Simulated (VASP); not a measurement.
# Ca: single point with PBE

Slab: Ca, a slab with vacuum.

```
Ca
1.0
     3.90662    0.00000    0.00000
    -1.95331    3.38323    0.00000
     0.00000    0.00000   17.18974
Ca
2
Direct
  0.66667 0.33333 0.40722
  0.33333 0.66667 0.58161
```

The slab is cut from a database's or a generator's crystal, which needn't be the stable form of the element.

The cell isn't the ideal one: clean slab, lower half held.

```json
{
  "Program": "VASP 6.6.1",
  "Task": "single point",
  "Functional": "PBE",
  "Potentials or basis": "VASP PAW PBE potentials, release 64 (Ca_sv)",
  "Cutoff": "520 eV",
  "k mesh": "9 × 9 × 1",
  "Occupations": "gaussian, width 0.1 eV",
  "Spin": "no spin polarisation"
}
```

```yaml
Largest_force: 0.005 eV/Å
Band_gap_on_the_k_mesh: none (metal or under the smearing width)
```

Forces on the atoms (eV/Å):
```
Ca   0.000  0.000 -0.005
Ca   0.000  0.000  0.005
```

Levels at points of the mesh, in eV from the Fermi level:
```tsv
k point	band 8	band 9	band 10	band 11	band 12	band 13
(0.00, 0.00, 0.00)	-23.23	-3.69	-2.21	-0.04	0.60	1.69
```

Wall time 50 s on 1 thread of Intel(R) Xeon(R) Platinum 8375C CPU @ 2.90GHz (Ice Lake) (shared host), peak memory 0.32 GiB.
